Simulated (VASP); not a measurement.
# Se: convergence, G0W0 on PBEsol

Se, P3_121 (no. 152), 3 atoms in the cell. PBEsol, GW; PAW potentials Se_GW (PBE set). VASP 6.6.1.

Wanted: quasiparticle gap at the zone centre within 0.1 eV; correction of the gap between the band edges on the mesh within 0.1 eV.

GW scheme: G0W0; Iterations: 1.

Correction of the gap between the band edges on the mesh: the quasiparticle gap less the starting one, both between the band edges that the mesh holds (often an indirect gap), so it isn't the difference to the zone-centre gap.

POSCAR:
```
Se
1.0
    4.3662000000      0.0000000000      0.0000000000
   -2.1831000000      3.7812401180      0.0000000000
    0.0000000000      0.0000000000      4.9536000000
Se
3
Direct
    0.7746000000      0.7746000000      0.0000000000
    0.0000000000      0.2254000000      0.6666666667
    0.2254000000      0.0000000000      0.3333333333
```

The series start from Grid for exchange (PRECFOCK): Normal; Response cutoff (eV): 100; Band count: filled + 1.5 x plane waves under ENCUTGW; Orbital cutoff (eV): 300; k mesh: 3 3 2; Frequency points: 48; Groups of k points: 2. Each series keeps the choices made before it, and each single choice may use up half of a tolerance. Times cover all steps of a run.

## Grid for exchange (PRECFOCK)

| Grid for exchange (PRECFOCK) | Quasiparticle gap at the zone centre (eV) | Correction of the gap between the band edges on the mesh (eV) | Time (s) |
|---|---|---|---|
| Normal | 2.99 | 0.68 | 49 |
| Fast | 2.99 | 0.68 | 30 |
| Low | 2.99 | 0.68 | 30 |

Chosen: Low, the fastest of those that stay within half of the tolerance.

## Response cutoff (eV)

| Response cutoff (eV) | Quasiparticle gap at the zone centre (eV) | Correction of the gap between the band edges on the mesh (eV) | Time (s) |
|---|---|---|---|
| 50 | 2.92 | 0.59 | 17 |
| 75 | 2.96 | 0.64 | 21 |
| 100 | 2.99 | 0.68 | 30 |
| 130 | 3.00 | 0.70 | 40 |
| 160 (reference) | 3.00 | 0.72 | 70 |

Chosen: 100, the loosest value from which every tighter one stays within half of the tolerance.

## Band count

| Band count | Quasiparticle gap at the zone centre (eV) | Correction of the gap between the band edges on the mesh (eV) | Time (s) |
|---|---|---|---|
| filled + 0.15 x plane waves under ENCUTGW | 3.04 | 0.71 | 16 |
| filled + 0.3 x plane waves under ENCUTGW | 3.03 | 0.70 | 19 |
| filled + 0.6 x plane waves under ENCUTGW | 3.00 | 0.69 | 19 |
| filled + 1.0 x plane waves under ENCUTGW | 2.99 | 0.68 | 23 |
| filled + 1.5 x plane waves under ENCUTGW | 2.99 | 0.68 | 30 |
| filled + 2.0 x plane waves under ENCUTGW (reference) | 2.98 | 0.68 | 43 |

Chosen: filled + 0.3 x plane waves under ENCUTGW.

## Orbital cutoff (eV)

| Orbital cutoff (eV) | Quasiparticle gap at the zone centre (eV) | Correction of the gap between the band edges on the mesh (eV) | Time (s) |
|---|---|---|---|
| 250 | 3.02 | 0.70 | 16 |
| 300 | 3.03 | 0.70 | 19 |
| 400 | 3.03 | 0.70 | 34 |
| 500 (reference) | 3.03 | 0.70 | 58 |

Chosen: 250.

## k mesh

| k mesh | Quasiparticle gap at the zone centre (eV) | Correction of the gap between the band edges on the mesh (eV) | Time (s) |
|---|---|---|---|
| 2 2 2 | 3.00 | 0.47 | 9.0 |
| 3 3 2 | 3.02 | 0.70 | 16 |
| 4 4 4 (reference) | 3.09 | 0.58 | 44 |

Chosen: 4 4 4; the next looser run is off by more than half of the tolerance, so convergence isn't shown beyond this value.

## Frequency points

| Frequency points | Quasiparticle gap at the zone centre (eV) | Correction of the gap between the band edges on the mesh (eV) | Time (s) |
|---|---|---|---|
| 8 | 2.93 | 0.57 | 89 |
| 16 | 2.92 | 0.45 | 112 |
| 32 | 3.10 | 0.58 | 39 |
| 48 | 3.09 | 0.58 | 44 |
| 72 | 3.07 | 0.56 | 40 |
| 96 (reference) | 3.07 | 0.56 | 41 |

Chosen: 32.

## Groups of k points

| Groups of k points | Quasiparticle gap at the zone centre (eV) | Correction of the gap between the band edges on the mesh (eV) | Time (s) |
|---|---|---|---|
| 2 | 3.10 | 0.58 | 39 |
| 4 | 3.10 | 0.58 | 38 |

Chosen: 2; no other choice that stays within half of the tolerance saves 30 % of the time.

The choices weren't compared together with a run at all the tightest settings, so their joint error isn't shown.

## The input

INCAR.step1:
```
SYSTEM = Se
PREC = Accurate
ENCUT = 250
ISMEAR = 0
SIGMA = 0.05
LASPH = .TRUE.
LREAL = .FALSE.
GGA = PS
ALGO = Normal
EDIFF = 1E-8
NELM = 150
LWAVE = .TRUE.
LCHARG = .FALSE.
KPAR = 2
```

INCAR.step2, as INCAR.step1 but for:
```
- ALGO = Normal
- NELM = 150
+ ALGO = Exact
+ NELM = 1
+ ISTART = 1
+ NBANDS = 64
+ LOPTICS = .TRUE.
```

INCAR.step3:
```
SYSTEM = Se
PREC = Accurate
ENCUT = 250
ISMEAR = 0
SIGMA = 0.05
LASPH = .TRUE.
LREAL = .FALSE.
GGA = PS
ALGO = EVGW0
NBANDS = 64
NBANDSGW = 13
ENCUTGW = 100
NOMEGA = 32
PRECFOCK = Low
ISTART = 1
LWAVE = .FALSE.
LCHARG = .FALSE.
NELMGW = 1
KPAR = 2
```

KPOINTS:
```
Automatic mesh
0
Gamma
  4 4 4
  0 0 0
```

Commands (each step's output is kept before the next begins):
```
cat potpaw_PBE.64/Se_GW/POTCAR > POTCAR
cp INCAR.step1 INCAR
mpirun -np 4 vasp_std > vasp.out
cp INCAR.step2 INCAR
mpirun -np 4 vasp_std > vasp.out
cp INCAR.step3 INCAR
mpirun -np 4 vasp_std > vasp.out
```

Limits: the sum over empty states is short: their number is 0.3 times that of the plane waves under the response cutoff.

The chosen input took VASP 6.6.1 39 s on 4 cores (Intel Xeon Platinum 8259CL @ 2.50GHz (Skylake/Cascade Lake)), a shared host.

## An input that fails: NBANDS above the file's

It runs to its end, but against the unchanged starting input it is off by 2.71 eV in the quasiparticle gap at the zone centre, 2.75 eV in the correction of the gap between the band edges on the mesh.

Changes against the starting input:
```
(step 3)
- NBANDS = 284
+ NBANDS = 426
```
